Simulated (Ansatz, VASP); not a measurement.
Pb in VASP and in Ansatz

File INCAR:

```
ALGO     = Normal         # electronic algorithm
EDIFF    = 1E-6           # SCF threshold, eV
ENCUT    = 520            # plane-wave cutoff, eV
GGA      = PE             # functional
ISIF     = 2              # what is computed and relaxed
ISMEAR   = -1             # smearing method
LASPH    = True           # aspherical terms in the spheres
LCHARG   = False          # write CHGCAR
LREAL    = False          # projectors in reciprocal space
LWAVE    = False          # write WAVECAR
NBANDS   = 21             # bands
NELM     = 100            # most SCF steps
PREC     = Accurate       # precision mode
SIGMA    = 0.05           # smearing width, eV
```

KPOINTS

```
k-points
0
Gamma
  12 12 7
```

File POSCAR:

```
Pb
1.0
    3.4452006837      0.0000000000      0.0000000000
   -1.7226003418      2.9836313132      0.0000000000
    0.0000000000      0.0000000000      5.5900000000
Pb
2
Direct
    0.3333333333      0.6666666667      0.2500000000
    0.6666666667      0.3333333333      0.7500000000
```

Input for Ansatz:

```yaml
crystal:
  lattice:
    - [3.4452006837, 0.0, 0.0]
    - [-1.7226003418, 2.9836313132, 0.0]
    - [0.0, 0.0, 5.59]
  atoms:
    - { symbol: Pb, position: [0.3333333333, 0.6666666667, 0.25] }
    - { symbol: Pb, position: [0.6666666667, 0.3333333333, 0.75] }
kpoints:
  mp_grid: { grid: [12, 12, 7] }
  band_path:
    path:
      - [0.0, 0.0, 0.0]
      - [0.5, 0.0, 0.0]
      - [0.3333333333, 0.3333333333, 0.0]
      - [0.0, 0.0, 0.0]
      - [0.0, 0.0, 0.5]
      - [0.5, 0.0, 0.5]
      - [0.3333333333, 0.3333333333, 0.5]
      - [0.0, 0.0, 0.5]
      - [0.5, 0.0, 0.5]
    npoints: 5
scf:
  occupations: { method: fermi_dirac, width: 0.05 }
hamiltonian:
  xc: pbe
  pseudopotentials: { kind: all_electron, lapw: { basis_error: 0.0005 } }
output:
  forces: true
  stress: true
  eigenvalues: true
```

Change from the starting cell: equal xx and yy strain of -1 %.

Alike in both runs: task single point; functional PBE; k mesh 12 × 12 × 7; occupations fermi-dirac, width 0.05 eV; no spin polarisation.

|  | VASP | Ansatz |
| --- | --- | --- |
| version | VASP 6.6.1 | Ansatz 0.2.0 |
| potentials or method | VASP PAW PBE potentials, release 64 (Pb_d) | all-electron LAPW, scalar-relativistic |
| plane-wave cutoff (eV) | 520 | see its input |

Ansatz gave:

```
pressure (GPa) : 5.3
```

Problem. Estimate VASP's values.

Solution. Pressure (GPa): 5.2.

Ansatz ran all-electron here, so the differences hold the error of VASP's frozen core and of both bases.

The runs have no spin-orbit coupling, so splittings on Pb are missing.
